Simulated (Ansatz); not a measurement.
**A CdF2/CaF2 heterostructure: alignment and tunnelling**

Wanted: offsets, T(E) and decay with thickness for CdF2/CaF2. The lead is CdF2 fluorite(001) and the layer set into it CaF2 fluorite(001), on a common net of side 3.896 Å (+0.4 % and +0.0 % against typed lattice constants near PBE's). Layer spacings come from each crystal relaxed along the normal on that net, and the joins take the mean spacing. The first steps treat the bulk crystals alone. r2SCAN has lattice constants of its own, so the true strain differs.

Main program and level: Ansatz 0.2.0; r2SCAN DFT, plane waves, PAW files, in the first sound run; inputs show where later runs differ.

Report form: the programs' logs are mostly left out.

## Step 1: The starting structure

The structure is tetragonal, space group I4/mmm (No. 139). Conventional cell: a = 3.896 Å, b = 3.896 Å, c = 5.476 Å, α = 90.00°, β = 90.00°, γ = 90.00°. F has 4 Cd at 2.38 Å nearest. Cd has 8 F at 2.38 Å nearest. Farther neighbours and most contacts between anions are not listed.

As a file:

```cif
data_structure
_symmetry_space_group_name_H-M 'P 1'
_symmetry_Int_Tables_number 1
_cell_length_a 3.8960
_cell_length_b 3.8960
_cell_length_c 5.4762
_cell_angle_alpha 90.000
_cell_angle_beta 90.000
_cell_angle_gamma 90.000
_cell_volume 83.12
loop_
_atom_site_label
_atom_site_type_symbol
_atom_site_fract_x
_atom_site_fract_y
_atom_site_fract_z
_atom_site_occupancy
F1 F 0.50000 0.00000 0.00000 1
F2 F 0.00000 0.50000 0.00000 1
Cd3 Cd 0.00000 0.00000 0.25000 1
F4 F 0.50000 0.00000 0.50000 1
F5 F 0.00000 0.50000 0.50000 1
Cd6 Cd 0.50000 0.50000 0.75000 1
```

## Step 2: Relaxing along the normal, strain 0.0036, crystal CdF2 fluorite(001)

The crystal is held to the common net and relaxed along the normal.

The input, input.yaml:

```yaml
crystal:
  lattice:
    - [3.896, 0.0, 0.0]
    - [0.0, 3.896, 0.0]
    - [0.0, 0.0, 5.4761567727]
  atoms:
    - { symbol: F, position: [0.5, 0.0, 0.0] }
    - { symbol: F, position: [0.0, 0.5, 0.0] }
    - { symbol: Cd, position: [0.0, 0.0, 0.25] }
    - { symbol: F, position: [0.5, 0.0, 0.5] }
    - { symbol: F, position: [0.0, 0.5, 0.5] }
    - { symbol: Cd, position: [0.5, 0.5, 0.75] }
kpoints:
  mp_grid: { grid: [6, 6, 4] }
scf:
  occupations: { method: fixed }
  max_iter: 120
hamiltonian:
  xc: r2scan
output: {}
relax:
  f_tol: 0.01
  max_steps: 40
  cell: { fix: [a, b, angles] }
```

Run with:

```console
$ ansatz run input.yaml --threads 4 --pin off --max-ram 8192MiB --backend cpu --events-out ev --progress --plain --runs-dir out
```

Run time: 10 s. Hardware: 4 threads of Arm Neoverse V2, shared host; peak memory 0.59 GiB; 39 s of CPU time.

Relaxation path:

```
step  energy less that of the first step (eV)  largest force component (eV/Å)  pressure (GPa)  volume (Å³)
   1                                   0.0000                          0.0000           -5.93        83.12
   2                                  -0.0475                          0.0000           -2.24        79.85
   3                                  -0.0494                          0.0000           -3.05        80.50
   4                                  -0.0495                          0.0000           -2.99        80.45
  5*                                  -0.0467                          0.0000           -2.97        80.45
```

Relaxation steps marked * repeat the geometry before them on a plane-wave basis chosen anew for their cell, so energy and pressure can jump there.

Forces are held to the 32 operations that the run works with; a distortion that breaks them can't arise in this run.

| conventional cell, symmetrised | before | after | change |
| --- | --- | --- | --- |
| a (Å) | 3.896 | 3.896 | +0.0 % |
| b (Å) | 3.896 | 3.896 | +0.0 % |
| c (Å) | 5.476 | 5.300 | -3.2 % |
| volume (Å³/atom) | 13.85 | 13.41 | -3.2 % |

The relaxed structure:

```xyz
6
Lattice="3.8960 0.0000 0.0000 0.0000 3.8960 0.0000 0.0000 0.0000 5.3003" Properties=species:S:1:pos:R:3 pbc="T T T"
F     1.9480    0.0000    0.0000
F     0.0000    1.9480    0.0000
Cd    0.0000    0.0000    1.3251
F     1.9480    0.0000    2.6502
F     0.0000    1.9480    2.6502
Cd    1.9480    1.9480    3.9752
```

Numbers from this step:

| Item | Value |
| --- | --- |
| free energy | -19778.7062 eV |
| Fermi energy | 5.499 eV |
| pressure | -2.973 GPa |

## Step 3: The bulk crystal and its band edges, strain 0.0036, crystal CdF2 fluorite(001)

The band edges of this cell are searched, off the mesh as well.

input.yaml, as its differences from that of step 2:

```diff
@@ -4,3 +4,3 @@
     - [0.0, 3.896, 0.0]
-    - [0.0, 0.0, 5.4761567727]
+    - [0.0, 0.0, 5.3003312339]
   atoms:
@@ -13,3 +13,4 @@
 kpoints:
-  mp_grid: { grid: [6, 6, 4] }
+  mp_grid: { grid: [6, 6, 6] }
+  band_path: { path: [VBM, CBM], npoints: 24 }
 scf:
@@ -19,6 +20,7 @@
   xc: r2scan
-output: {}
-relax:
-  f_tol: 0.01
-  max_steps: 40
-  cell: { fix: [a, b, angles] }
+output:
+  eigenvalues: true
+checkpoint:
+  write: CdF2.run
+  compress: false
+  write_wavefunctions: false
```

Run time: 9.2 s. Hardware: 4 threads; peak memory 0.56 GiB.

Numbers from this step:

| Quantity | Value |
| --- | --- |
| gap on the k-mesh | 3.635 eV |
| gap on path | 3.632 eV, by band count; negative where bands overlap |
| edge places on path | 0, 0.6652 1/A along the path |

Electronic bands along the path, in eV, zero at the Fermi level (highest filled level under fixed occupations); v1 is the highest filled band, c1 the lowest empty one:

| point | v4 | v3 | v2 | v1 | c1 |
| --- | --- | --- | --- | --- | --- |
| VBM | -0.56 | -0.35 | -0.18 | 0.00 | 6.38 |
| halfway | -0.55 | -0.47 | -0.38 | -0.05 | 4.54 |
| CBM | -0.55 | -0.35 | -0.16 | -0.16 | 3.63 |

The searched edges give 3.63 eV, against 3.63 eV on the mesh.

## Step 4: Relaxing along the normal, strain 0, crystal CaF2 fluorite(001)

System of this step: CaF2. Symmetry: Fm-3m, No. 225, cubic system. Conventional cell: a = 5.510 Å, b = 5.510 Å, c = 5.510 Å, α = 90.00°, β = 90.00°, γ = 90.00°. Nearest to F lie 4 Ca at 2.39 Å. Nearest to Ca lie 8 F at 2.39 Å. Farther neighbours and most contacts between anions are not listed.

The input, input.yaml:

```yaml
crystal:
  lattice:
    - [3.896, 0.0, 0.0]
    - [0.0, 3.896, 0.0]
    - [0.0, 0.0, 5.5101567727]
  atoms:
    - { symbol: F, position: [0.5, 0.0, 0.0] }
    - { symbol: F, position: [0.0, 0.5, 0.0] }
    - { symbol: Ca, position: [0.0, 0.0, 0.25] }
    - { symbol: F, position: [0.5, 0.0, 0.5] }
    - { symbol: F, position: [0.0, 0.5, 0.5] }
    - { symbol: Ca, position: [0.5, 0.5, 0.75] }
kpoints:
  mp_grid: { grid: [6, 6, 4] }
scf:
  occupations: { method: fixed }
  max_iter: 120
hamiltonian:
  xc: r2scan
output: {}
relax:
  f_tol: 0.01
  max_steps: 40
  cell: { fix: [a, b, angles] }
```

Elapsed: 7.5 s, on 4 threads; peak memory 0.57 GiB; 28 s of CPU time.

Step by step:

```csv
step,energy less that of the first step (eV),largest force component (eV/Å),pressure (GPa),volume (Å³)
1,0.0000,0.0000,-3.18,83.64
2,-0.0177,0.0000,-1.33,81.69
3,-0.0180,0.0000,-1.62,81.98
4*,-0.0167,0.0000,-1.61,81.98
```

Relaxation steps marked * repeat the geometry before them on a plane-wave basis chosen anew for their cell, so energy and pressure can jump there.

Forces are held to the 32 operations that the run works with; a distortion that breaks them can't arise in this run.

| cell as run | before | after | change |
| --- | --- | --- | --- |
| a (Å) | 3.896 | 3.896 | +0.0 % |
| b (Å) | 3.896 | 3.896 | +0.0 % |
| c (Å) | 5.510 | 5.401 | -2.0 % |
| volume (Å³/atom) | 13.94 | 13.66 | -2.0 % |

Final coordinates:

```cif
data_structure
_symmetry_space_group_name_H-M 'P 1'
_symmetry_Int_Tables_number 1
_cell_length_a 3.8960
_cell_length_b 3.8960
_cell_length_c 5.4009
_cell_angle_alpha 90.000
_cell_angle_beta 90.000
_cell_angle_gamma 90.000
_cell_volume 81.98
loop_
_atom_site_label
_atom_site_type_symbol
_atom_site_fract_x
_atom_site_fract_y
_atom_site_fract_z
_atom_site_occupancy
F1 F 0.50000 0.00000 0.00000 1
F2 F 0.00000 0.50000 0.00000 1
Ca3 Ca 0.00000 0.00000 0.25000 1
F4 F 0.50000 0.00000 0.50000 1
F5 F 0.00000 0.50000 0.50000 1
Ca6 Ca 0.50000 0.50000 0.75000 1
```

This step gave:

- free energy: -6896.2234 eV
- Fermi energy: 2.766 eV
- pressure: -1.606 GPa

## Step 5: The bulk crystal and its band edges, strain 0, crystal CaF2 fluorite(001)

The band edges of the next crystal.

input.yaml, as its differences from that of step 4:

```diff
@@ -4,3 +4,3 @@
     - [0.0, 3.896, 0.0]
-    - [0.0, 0.0, 5.5101567727]
+    - [0.0, 0.0, 5.4009434265]
   atoms:
@@ -13,3 +13,4 @@
 kpoints:
-  mp_grid: { grid: [6, 6, 4] }
+  mp_grid: { grid: [6, 6, 6] }
+  band_path: { path: [VBM, CBM], npoints: 24 }
 scf:
@@ -19,6 +20,7 @@
   xc: r2scan
-output: {}
-relax:
-  f_tol: 0.01
-  max_steps: 40
-  cell: { fix: [a, b, angles] }
+output:
+  eigenvalues: true
+checkpoint:
+  write: CaF2.run
+  compress: false
+  write_wavefunctions: false
```

Elapsed: 7.3 s, on 4 threads; peak memory 0.52 GiB; 27 s of CPU time.

Numbers from this step:

* gap on the k-mesh: 7.835 eV
* gap on path: 7.835 eV, by band count; negative where bands overlap
* edge places on path: 0, 0 1/A along the path

Levels at VBM (eV): -2.76, -2.19, -2.13, -2.13, -1.72, -1.72, -0.46, -0.46, -0.38, -0.38, -0.24, 0.00, 7.83.

The searched edges give 7.83 eV, as on the mesh.

## Step 6: T(E) of the stack, stack CdF2 14 / CaF2 2, barrier thickness 2.69 Å

This step: r2SCAN DFT, plane waves, PAW files; ballistic transmission by layer matching, the first crystal as both leads (Ansatz 0.2.0).

System of this step: CdF2 (14) / CaF2 (2). The cell holds 24 atoms: 7 Cd, 16 F and 1 Ca. Cell: a = 3.896 Å, b = 3.896 Å, c = 21.252 Å, α = 90.0°, β = 90.0°, γ = 90.0°. Regions: 0: CdF2, 21 atoms (7 Cd and 14 F); 1: CaF2, 3 atoms (1 Ca and 2 F). The structure's axis is c.

The layer is set into the first crystal, whose middle serves as both leads. T(E) is solved over a window about the lead's gap, at the wavevectors (0, 0) and (0.2917, 0.2917).

The input, input.yaml:

```yaml
crystal:
  lattice:
    - [3.896, 0.0, 0.0]
    - [0.0, 3.896, 0.0]
    - [0.0, 0.0, 21.2516310319]
  atoms:
    - { symbol: Cd, position: [0.0, 0.0, 0.0] }
    - { symbol: F, position: [0.5, 0.0, 0.0623520522] }
    - { symbol: F, position: [0.0, 0.5, 0.0623520522] }
    - { symbol: Cd, position: [0.5, 0.5, 0.1247041045] }
    - { symbol: F, position: [0.5, 0.0, 0.1870561567] }
    - { symbol: F, position: [0.0, 0.5, 0.1870561567] }
    - { symbol: Cd, position: [0.0, 0.0, 0.249408209] }
    - { symbol: F, position: [0.5, 0.0, 0.3117602612] }
    - { symbol: F, position: [0.0, 0.5, 0.3117602612] }
    - { symbol: Cd, position: [0.5, 0.5, 0.3741123135] }
    - { symbol: F, position: [0.5, 0.0, 0.4364643657] }
    - { symbol: F, position: [0.0, 0.5, 0.4364643657] }
    - { symbol: Cd, position: [0.0, 0.0, 0.498816418] }
    - { symbol: F, position: [0.5, 0.0, 0.5611684702] }
    - { symbol: F, position: [0.0, 0.5, 0.5611684702] }
    - { symbol: Cd, position: [0.5, 0.5, 0.6235205225] }
    - { symbol: F, position: [0.5, 0.0, 0.6858725747] }
    - { symbol: F, position: [0.0, 0.5, 0.6858725747] }
    - { symbol: Cd, position: [0.0, 0.0, 0.748224627] }
    - { symbol: F, position: [0.5, 0.0, 0.8105766792] }
    - { symbol: F, position: [0.0, 0.5, 0.8105766792] }
    - { symbol: Ca, position: [0.5, 0.5, 0.8735205225] }
    - { symbol: F, position: [0.5, 0.0, 0.9370561567] }
    - { symbol: F, position: [0.0, 0.5, 0.9370561567] }
kpoints:
  mp_grid: { grid: [6, 6, 1] }
scf:
  occupations: { method: fixed }
  max_iter: 120
hamiltonian:
  xc: r2scan
output:
  eigenvalues: true
  transmission:
    leads: [[9, 12]]
    kpoints: [[0.0, 0.0], [0.2917, 0.2917]]
    e_range: [-1.5, 5.6]
    de: 0.09
  write_potential: true
  write_density: true
  volumetric_format: npy
```

Elapsed: 38 s, on 4 threads; peak memory 2 GiB.

A gap read on the k-mesh alone can miss the band edges.

This step gave:

- free energy: -72673.5728 eV
- Fermi energy: 5.162 eV
- gap on the k-mesh: 3.809 eV
- potential step in the lower lead: 1.3 meV
- slowest decay in the lead, at its filling level: 0.34 Å⁻¹

One spin. Table of transmission, mean over the listed wavevectors by energy, zero at the highest filled level on the SCF mesh:

| energy (eV) | transmission, mean over the listed wavevectors |
| --- | --- |
| -1.50 | 1.65 |
| -1.23 | 1.32 |
| -1.05 | 1.08 |
| -0.78 | 0.894 |
| -0.51 | 1.47 |
| -0.42 | 1.67 |
| -0.33 | 1.39 |
| -0.06 | 0.261 |
| 0.03 | 0 |
| 0.21 | 0 |
| 0.48 | 0 |
| 0.66 | 0 |
| 0.93 | 0 |
| 1.20 | 0 |
| 1.38 | 0 |
| 1.65 | 0 |
| 1.92 | 0 |
| 2.10 | 0 |
| 2.37 | 0 |
| 2.64 | 0 |
| 2.82 | 0 |
| 3.09 | 0 |
| 3.36 | 0 |
| 3.54 | 0 |
| 3.81 | 0.0271 |
| 4.08 | 0.0649 |
| 4.35 | 0.0929 |
| 4.53 | 0.108 |
| 4.80 | 0.127 |
| 5.07 | 0.144 |
| 5.25 | 0.154 |
| 5.52 | 0.168 |

Lower lead, k parallel (0, 0); values up to 1.5 1/Å, a degenerate pair printed once or twice; energies at which all values exceed this have no row. Im kz of the slowest decaying states against energy, zero at the highest filled level on the SCF mesh:

| energy (eV) | decay 1 (Å⁻¹) | decay 2 (Å⁻¹) | decay 3 (Å⁻¹) | decay 4 (Å⁻¹) |
| --- | --- | --- | --- | --- |
| -1.500 | 0.799 | 1.08 | 1.17 | - |
| -0.960 | 0.211 | 0.470 | 0.926 | 1.19 |
| -0.510 | 0.153 | 0.170 | 1.19 | - |
| 0.030 | 0.270 | 0.401 | 0.492 | 0.529 |
| 0.480 | 0.317 | 0.591 | 0.674 | 0.702 |
| 1.020 | 0.344 | 0.674 | 0.759 | 0.878 |
| 1.470 | 0.349 | 0.727 | 0.804 | 0.974 |
| 2.010 | 0.336 | 0.776 | 0.843 | 1.06 |
| 2.460 | 0.309 | 0.809 | 0.868 | 1.11 |
| 3.000 | 0.247 | 0.840 | 0.891 | 1.16 |
| 3.540 | 0.113 | 0.864 | 0.909 | 1.19 |
| 3.990 | 0.880 | 0.921 | 1.20 | 1.23 |
| 4.530 | 0.893 | 0.933 | 1.20 | 1.26 |
| 4.980 | 0.900 | 0.940 | 1.20 | 1.28 |
| 5.520 | 0.905 | 0.947 | 1.20 | 1.30 |

Lower lead, k parallel (0, 0). The Re kz of states that move upwards by energy, zero at the highest filled level on the SCF mesh:

| energy (eV) | channel 1 (Å⁻¹) | channel 2 (Å⁻¹) | channel 3 (Å⁻¹) |
| --- | --- | --- | --- |
| -1.5000 | -0.454 | -0.454 | -0.366 |
| -1.2300 | -0.301 | -0.301 | -0.283 |
| -0.9600 | -0.187 | - | - |
| -0.7800 | -0.0971 | - | - |
| -0.5100 | 0.303 | 0.303 | 0.605 |
| -0.2400 | 0.819 | 0.819 | - |
| 0.0300 | - | - | - |
| 0.2100 | - | - | - |
| 0.4800 | - | - | - |
| 0.7500 | - | - | - |
| 1.0200 | - | - | - |
| 1.2900 | - | - | - |
| 1.4700 | - | - | - |
| 1.7400 | - | - | - |
| 2.0100 | - | - | - |
| 2.2800 | - | - | - |
| 2.4600 | - | - | - |
| 2.7300 | - | - | - |
| 3.0000 | - | - | - |
| 3.2700 | - | - | - |
| 3.5400 | - | - | - |
| 3.7200 | 0.0799 | - | - |
| 3.9900 | 0.195 | - | - |
| 4.2600 | 0.271 | - | - |
| 4.5300 | 0.335 | - | - |
| 4.7100 | 0.374 | - | - |
| 4.9800 | 0.429 | - | - |
| 5.2500 | 0.481 | - | - |
| 5.5200 | 0.531 | - | - |

Lower lead, k parallel (0.2917, 0.2917); values up to 1.5 1/Å, a degenerate pair printed once or twice; energies at which all values exceed this have no row. Table of Im kz of the slowest decaying states by energy, zero at the highest filled level on the SCF mesh:

```csv
energy (eV),decay 1 (Å⁻¹),decay 2 (Å⁻¹),decay 3 (Å⁻¹),decay 4 (Å⁻¹)
-1.5000,0.609,0.637,0.678,1.23
-1.2300,0.601,0.678,0.727,1.33
-0.9600,0.273,0.501,0.715,0.794
-0.7800,0.295,0.405,0.737,0.827
-0.5100,0.171,0.766,0.866,-
-0.2400,0.333,0.791,0.898,-
0.0300,0.0064,0.173,0.659,0.812
0.2100,0.238,0.248,0.778,0.825
0.4800,0.305,0.368,0.843,0.911
0.7500,0.354,0.442,0.858,0.979
1.0200,0.391,0.496,0.871,0.996
1.2900,0.421,0.538,0.883,1.01
1.4700,0.438,0.561,0.890,1.02
1.7400,0.459,0.592,0.899,1.03
2.0100,0.476,0.617,0.906,1.04
2.2800,0.489,0.639,0.913,1.05
2.4600,0.496,0.652,0.916,1.06
2.7300,0.503,0.669,0.921,1.07
3.0000,0.508,0.684,0.924,1.08
3.2700,0.509,0.696,0.927,1.08
3.5400,0.508,0.707,0.928,1.09
3.7200,0.505,0.713,0.929,1.09
3.9900,0.498,0.722,0.929,1.10
4.2600,0.488,0.729,0.928,1.10
4.5300,0.474,0.734,0.927,1.11
4.7100,0.462,0.737,0.925,1.11
4.9800,0.439,0.741,0.923,1.11
5.2500,0.409,0.743,0.919,1.11
5.5200,0.371,0.744,0.915,1.11
```

At the listed wavevectors the lead's channels close after -0.06 eV and open again at +3.72 eV (grid energies). At +3.92 eV, 0.2 eV over the upper of these grid energies, the mean transmission is 0.044, and at -0.26 eV it is 1.1. In the worse lead the potential repeats within 1.3 meV, which the program lets pass.

(Part 1 of 2 ends here.)

[Logs are printed without paths, hosts, clocks, repeated set-up lines and the standing remarks that a program may print on its own settings, such as how far it seeks lower states.]

[Hosts, paths, dates, database ids (printed as entryN), source tags and the programs' standing remarks are cut or masked in the printed files.]
